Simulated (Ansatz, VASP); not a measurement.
# Ga4CuN3: VASP beside Ansatz, part 2 of 2

One calculation is typed for both programs; each brings its own data sets and cutoff. How far apart do they land?

VASP 6.6.1 and Ansatz 0.2.0.

So far: The starting structure; Ansatz: single point, PBEsol.

### 3. VASP: single point, PBEsol

Level of this step: PBEsol, zero-moment start; plane waves and PAW (Cu, Ga_d, N) (VASP).

The same cell, functional, mesh and smearing now go to VASP, with its own data sets and cutoff.

Lines of VASP's logs that name or quote its potential files are left out, and so is its time.

The input, INCAR:

```
SYSTEM = Ga4CuN3
PREC = Normal
ENCUT = 400
EDIFF = 1E-05
NELM = 120
ISMEAR = 0
SIGMA = 0.1
LREAL = Auto
ALGO = Fast
GGA = PS
NBANDS = 52
ISPIN = 2
MAGMOM = 0 0 0 0 0 0 0 0
LASPH = .TRUE.
LMAXMIX = 4
LORBIT = 11
LWAVE = .FALSE.
LCHARG = .FALSE.
KPAR = 2
NCORE = 2
ICORELEVEL = 1
ISIF = 0
LVHAR = .TRUE.
```

The input, POSCAR:

```
Ga4CuN3
1.0
    6.4200000000      0.0000000000      0.0000000000
   -3.2100000000      5.5598830923      0.0000000000
    0.0000000000      0.0000000000     14.6316949909
Cu Ga N
1 4 3
Direct
    0.8322095778      0.6650991760      0.5718613646
    0.6586203507      0.8392968820      0.4873650415
    0.1657198899      0.3318318643      0.4690608426
    0.6620420001      0.3242650072      0.4805758293
    0.1735621187      0.8356135866      0.4809614846
    0.3319266821      0.1656786736      0.4633752516
    0.3317539375      0.6640393568      0.4637079057
    0.8333984021      0.1656567445      0.4629661841
```

The input, KPOINTS:

```
Automatic mesh
0
Gamma
4 4 1
0 0 0
```

The projector-augmented-wave data sets are Cu, Ga_d and N (PBE family, release 64).

Launch:

```console
mpirun -np 4 vasp_std
```

Numbers of over 12 decimals in the logs are rounded to 6 here.

The program printed:

```text
[banner, memory and clock lines left out]
running    4 mpi-ranks, on    1 nodes
 distrk:  each k-point on    2 cores,    2 groups
 distr:  one band on    2 cores,    1 groups

 POSCAR found type information on POSCAR CuGaN
 POSCAR found :  3 types and       8 ions
|                                                                             |
|               ----> ADVICE to this user running VASP <----                  |
|                                                                             |
|     You have a (more or less) 'small supercell' and for smaller cells       |
|     it is recommended to use the reciprocal-space projection scheme!        |
|     The real-space optimization is not efficient for small cells and it     |
|     is also less accurate ...                                               |
|     Therefore, set LREAL=.FALSE. in the INCAR file.                         |
|                                                                             |

|                                                                             |
|               ----> ADVICE to this user running VASP <----                  |
|                                                                             |
|     You enforced a specific xc type in the INCAR file but a different       |
|     [... a line on the potential file left out ...]
|     I HOPE YOU KNOW WHAT YOU ARE DOING!                                     |
|                                                                             |

 LDA part: xc-table for (Slater+PW92), standard interpolation
 POSCAR, INCAR and KPOINTS ok, starting setup
 FFT: planning ... GRIDC
 FFT: planning ... GRID_SOFT
 FFT: planning ... GRID
 WAVECAR not read
 entering main loop
       N       E                     dE             d eps       ncg     rms          rms(c)
DAV:   1     0.598981355690E+03    0.59898E+03   -0.30579E+04  2232   0.125E+03
DAV:   2     0.735016321432E+02   -0.52548E+03   -0.48960E+03  2428   0.327E+02
DAV:   3    -0.417236301502E+02   -0.11523E+03   -0.11210E+03  2968   0.153E+02
DAV:   4    -0.511715120955E+02   -0.94479E+01   -0.93079E+01  2872   0.457E+01
DAV:   5    -0.516208610458E+02   -0.44935E+00   -0.44803E+00  3080   0.100E+01    0.219E+01
RMM:   6    -0.485788080730E+02    0.30421E+01   -0.88712E+01  2939   0.494E+01    0.161E+01
RMM:   7    -0.410068550615E+02    0.75720E+01   -0.29400E+01  2597   0.338E+01    0.501E+00
RMM:   8    -0.407424864309E+02    0.26437E+00   -0.42703E+00  2956   0.119E+01    0.267E+00
RMM:   9    -0.409452990015E+02   -0.20281E+00   -0.18802E+00  2762   0.902E+00    0.362E+00
RMM:  10    -0.406823004637E+02    0.26300E+00   -0.11890E+00  3209   0.597E+00    0.445E-01
RMM:  11    -0.407007723229E+02   -0.18472E-01   -0.21247E-01  3179   0.136E+00    0.343E-01
RMM:  12    -0.407027146402E+02   -0.19423E-02   -0.37987E-02  3048   0.677E-01    0.321E-01
RMM:  13    -0.407007604290E+02    0.19542E-02   -0.87354E-03  3300   0.458E-01    0.152E-01
RMM:  14    -0.407014453835E+02   -0.68495E-03   -0.46748E-03  2894   0.270E-01    0.698E-02
RMM:  15    -0.407020242879E+02   -0.57890E-03   -0.18676E-03  2791   0.127E-01    0.916E-02
RMM:  16    -0.407025855199E+02   -0.56123E-03   -0.73240E-04  2632   0.810E-02    0.512E-02
RMM:  17    -0.407031271698E+02   -0.54165E-03   -0.88406E-04  2628   0.815E-02    0.295E-02
RMM:  18    -0.407034046720E+02   -0.27750E-03   -0.16303E-04  2541   0.445E-02    0.237E-02
RMM:  19    -0.407041984574E+02   -0.79379E-03   -0.15428E-04  2434   0.412E-02    0.131E-02
RMM:  20    -0.407045316483E+02   -0.33319E-03   -0.59776E-05  2137   0.260E-02    0.905E-03
RMM:  21    -0.407046875846E+02   -0.15594E-03   -0.26218E-05  1961   0.152E-02    0.405E-03
RMM:  22    -0.407047477448E+02   -0.60160E-04   -0.10514E-05  1855   0.110E-02    0.357E-03
RMM:  23    -0.407047579436E+02   -0.10199E-04   -0.33892E-06  1510   0.789E-03    0.188E-03
RMM:  24    -0.407047665990E+02   -0.86554E-05   -0.24801E-06  1402   0.609E-03
   1 F= -.40704767E+02 E0= -.40698380E+02  d E =-.127728E-01  mag=    -0.0000
```

From OUTCAR (step 3):

```text
ion  position               nearest neighbor table
   1  0.832  0.665  0.572-   2 2.30   5 2.32   4 2.32
   2  0.659  0.839  0.487-   8 1.85   7 1.85   1 2.30
   3  0.166  0.332  0.469-   7 1.85   6 1.85   8 1.85
   4  0.662  0.324  0.481-   8 1.85   6 1.85   1 2.32
   5  0.174  0.836  0.481-   7 1.85   6 1.85   1 2.32
   6  0.332  0.166  0.463-   3 1.85   4 1.85   5 1.85
   7  0.332  0.664  0.464-   3 1.85   5 1.85   2 1.85
   8  0.833  0.166  0.463-   3 1.85   2 1.85   4 1.85

  LATTYP: Found a hexagonal cell.
 ALAT       =     6.4200000000
 C/A-ratio  =     2.2790802167

 Subroutine GETGRP returns: Found  1 space group operations
 (whereof  1 operations were pure point group operations)

The static configuration has the point symmetry C_1 .

 Found     10 irreducible k-points:

   k-points           NKPTS =     10   k-points in BZ     NKDIM =     10   number of bands    NBANDS=     52

   dimension x,y,z NGX =    32 NGY =   32 NGZ =   72
   dimension x,y,z NGXF=    64 NGYF=   64 NGZF=  144

   ENCUT  =  400.0 eV  29.40 Ry    5.42 a.u.  10.47 10.47 23.86*2*pi/ulx,y,z

   NELECT =      78.0000    total number of electrons

 k-points in reciprocal lattice and weights: Automatic mesh
   0.00000000  0.00000000  0.00000000       0.062
   0.25000000  0.00000000  0.00000000       0.125
   0.00000000  0.25000000  0.00000000       0.125
  -0.25000000  0.25000000  0.00000000       0.125
   0.50000000  0.00000000  0.00000000       0.062
   0.00000000  0.50000000  0.00000000       0.062
   0.50000000  0.50000000  0.00000000       0.062
   0.25000000  0.25000000  0.00000000       0.125
  -0.25000000  0.50000000  0.00000000       0.125
   0.50000000  0.25000000  0.00000000       0.125

 the core state eigenenergies are
   1-  1s  -8851.1812  2s  -1063.4521  2p   -917.9208  3s   -114.9926  3p    -72.3656

   2-  1s -10226.1346  2s  -1259.5647  2p  -1096.0256  3s   -145.5843  3p    -96.3186

   3-  1s -10226.0957  2s  -1259.5160  2p  -1095.9743  3s   -145.6593  3p    -96.3986

   4-  1s -10226.1461  2s  -1259.5733  2p  -1096.0346  3s   -145.5907  3p    -96.3248

   5-  1s -10226.1493  2s  -1259.5767  2p  -1096.0379  3s   -145.5944  3p    -96.3286

   6-  1s   -379.0088
   7-  1s   -378.9775
   8-  1s   -378.9778

 E-fermi :  -1.6474

 spin component 1
 k-point     1 :       0.0000    0.0000    0.0000
  band No.  band energies     occupation
    ...
     34      -4.9285      1.00000
     35      -4.7127      1.00000
     36      -4.6877      1.00000
     37      -3.9756      1.00000
     38      -3.9640      1.00000
     39      -1.6149      0.32252
     40      -1.1284      0.00000
     41      -1.0171      0.00000
     42      -0.3634      0.00000
     43       0.7194      0.00000
    ...

 k-point     2 :       0.2500    0.0000    0.0000
  band No.  band energies     occupation
    ...
     35      -4.8080      1.00000
     36      -4.7918      1.00000
     37      -4.2768      1.00000
     38      -4.0480      1.00000
     39      -2.0696      1.00000
     40      -1.2848      0.00000
     41      -1.1475      0.00000
     42       0.5273      0.00000
     43       0.9410      0.00000
     44       1.1743      0.00000
    ...

 k-point     3 :       0.0000    0.2500    0.0000
  band No.  band energies     occupation
    ...
     35      -4.8075      1.00000
     36      -4.7917      1.00000
     37      -4.2763      1.00000
     38      -4.0498      1.00000
     39      -2.0699      1.00000
     40      -1.2818      0.00000
     41      -1.1427      0.00000
     42       0.5277      0.00000
     43       0.9413      0.00000
     44       1.1755      0.00000
    ...

 k-point     4 :      -0.2500    0.2500    0.0000
  band No.  band energies     occupation
    ...
     35      -4.8144      1.00000
     36      -4.7950      1.00000
     37      -4.2901      1.00000
     38      -4.0332      1.00000
     39      -2.1135      1.00000
     40      -1.2619      0.00000
     41      -1.0926      0.00000
     42       0.5453      0.00000
     43       0.9403      0.00000
     44       1.2114      0.00000
    ...

 k-point     5 :       0.5000    0.0000    0.0000
  band No.  band energies     occupation
    ...
     35      -4.8792      1.00000
     36      -4.8487      1.00000
     37      -4.3116      1.00000
     38      -4.1202      1.00000
     39      -2.5880      1.00000
     40      -1.4959      0.01604
     41      -1.2263      0.00000
     42       0.8457      0.00000
     43       1.1028      0.00000
     44       1.6219      0.00000
    ...

 k-point     6 :       0.0000    0.5000    0.0000
  band No.  band energies     occupation
    ...
     35      -4.8810      1.00000
     36      -4.8459      1.00000
     37      -4.3105      1.00000
     38      -4.1217      1.00000
     39      -2.5866      1.00000
     40      -1.4890      0.01252
     41      -1.2212      0.00000
     42       0.8434      0.00000
     43       1.1016      0.00000
     44       1.6169      0.00000
    ...

  energy-cutoff  :      400.00
  volume of cell :      522.27
      direct lattice vectors                 reciprocal lattice vectors
     6.420000000  0.000000000  0.000000000     0.155763240  0.089929948  0.000000000
    -3.210000000  5.559883092  0.000000000     0.000000000  0.179859897  0.000000000
     0.000000000  0.000000000 14.631694991     0.000000000  0.000000000  0.068344782

 POSITION                                       TOTAL-FORCE (eV/Angst)
 -----------------------------------------------------------------------------------
      3.20782      3.69787      8.36730        -0.013461      0.011525      0.188787
      1.53420      4.66639      7.13098         0.021054     -0.020971      0.018156
     -0.00126      1.84495      6.86316        -0.006217     -0.011615      0.011784
      3.20942      1.80288      7.03164         0.043749      0.023744     -0.088232
     -1.56805      4.64591      7.03728        -0.019710     -0.026202     -0.080117
      1.59914      0.92115      6.77997        -0.045032      0.011812     -0.017788
     -0.00171      3.69198      6.78483         0.006323     -0.014573     -0.021011
      4.81866      0.92103      6.77398         0.013295      0.026279     -0.011580
 -----------------------------------------------------------------------------------
    total drift:                                0.005073     -0.001141     -0.061814

  FREE ENERGIE OF THE ION-ELECTRON SYSTEM (eV)
  ---------------------------------------------------
  free  energy   TOTEN  =       -40.7047665990 eV

  energy  without entropy=      -40.6919938112  energy(sigma->0) =      -40.69838021

 total charge
# of ion       s       p       d       tot
------------------------------------------
    1        0.543   0.255   9.217  10.015
    2        0.928   0.817  10.093  11.838
    3        0.833   0.900  10.158  11.891
    4        0.929   0.809  10.090  11.829
    5        0.929   0.810  10.091  11.830
    6        1.258   2.408   0.000   3.667
    7        1.258   2.411   0.000   3.669
    8        1.258   2.410   0.000   3.668
--------------------------------------------------
tot          7.938  10.821  49.648  68.408

 magnetization (x)
# of ion       s       p       d       tot
------------------------------------------
    1       -0.000  -0.000  -0.000  -0.000
    2        0.000   0.000   0.000   0.000
    3        0.000   0.000  -0.000   0.000
    4       -0.000   0.000  -0.000   0.000
    5        0.000   0.000  -0.000   0.000
    6       -0.000  -0.000   0.000  -0.000
    7        0.000  -0.000   0.000  -0.000
    8        0.000  -0.000   0.000  -0.000
--------------------------------------------------
tot          0.000  -0.000  -0.000  -0.000

[... 4 further parts left out ...]
```

This run allows spin, but its moments start at zero, where symmetry between the spins tends to hold them, although Cu can carry a moment. These are scalar-relativistic Kohn-Sham levels of the ground state, with no core hole, so they are not binding energies.

### 4. Side by side

Known differences besides the potentials themselves: the data sets hold 86 valence electrons in Ansatz (default PAW (the set named soft_2) files) and 78 in VASP; the cutoff is 420 eV in Ansatz and 400 eV in VASP (PREC = Normal, projectors in real space); Ansatz makes its cores anew for this functional, VASP keeps those of its PBE data sets. Total energies have different zeros and are not compared.

Forces (eV/Å; atoms numbered as in POSCAR):

| atom | Ansatz x, y, z | VASP x, y, z |
| --- | --- | --- |
| Cu1 | -0.014, 0.008, 0.159 | -0.013, 0.012, 0.189 |
| Ga2 | 0.045, -0.034, 0.037 | 0.021, -0.021, 0.018 |
| Ga3 | -0.006, -0.012, 0.012 | -0.006, -0.012, 0.012 |
| Ga4 | 0.044, 0.061, -0.068 | 0.044, 0.024, -0.088 |
| Ga5 | -0.050, -0.046, -0.062 | -0.020, -0.026, -0.080 |
| N6 | -0.044, 0.013, -0.026 | -0.045, 0.012, -0.018 |
| N7 | 0.009, -0.015, -0.032 | 0.006, -0.015, -0.021 |
| N8 | 0.015, 0.025, -0.020 | 0.013, 0.026, -0.012 |

The forces differ by 15 meV/Å r.m.s., which is 31.0 % of the r.m.s. force of 0.05 eV/Å (both taken over all components).

### 5. Further runs

Further runs change the set-up of one program: Ansatz's method, potentials or start, or VASP's data sets, cutoff or form of LDA. The table gives Ansatz less VASP for each quantity, since a change that brings one quantity closer may part another.

| run | r.m.s. force difference (meV/Å) |
| --- | --- |
| as above | 15 |
| cores kept as stored | 18 |
| norm-conserving potentials (cutoff 1252 eV) | 21 |

### 6. Summary of results

```
r.m.s. force difference (single point, PBEsol) : 15 meV/Å
```

What this shows: The r.m.s. force difference is 15 meV/Å (single point, PBEsol), beyond the 12 meV/Å picked in this series as the mark of a large difference. Single point, PBEsol, norm-conserving potentials (cutoff 1252 eV): r.m.s. force difference goes from 15 to 21 meV/Å. 1 further run of this series is not shown here. How closely two codes agree says nothing of how well the functional describes the real material.

[Lines on the potential files, build, host, timing and source positions are cut from VASP's logs without a mark.]

[Logs are printed without paths, hosts, clocks, repeated set-up lines and the standing remarks that a program may print on its own settings, such as how far it seeks lower states.]

[Hosts, paths, dates, database ids (printed as entryN), source tags and the programs' standing remarks are cut or masked in the printed files.]
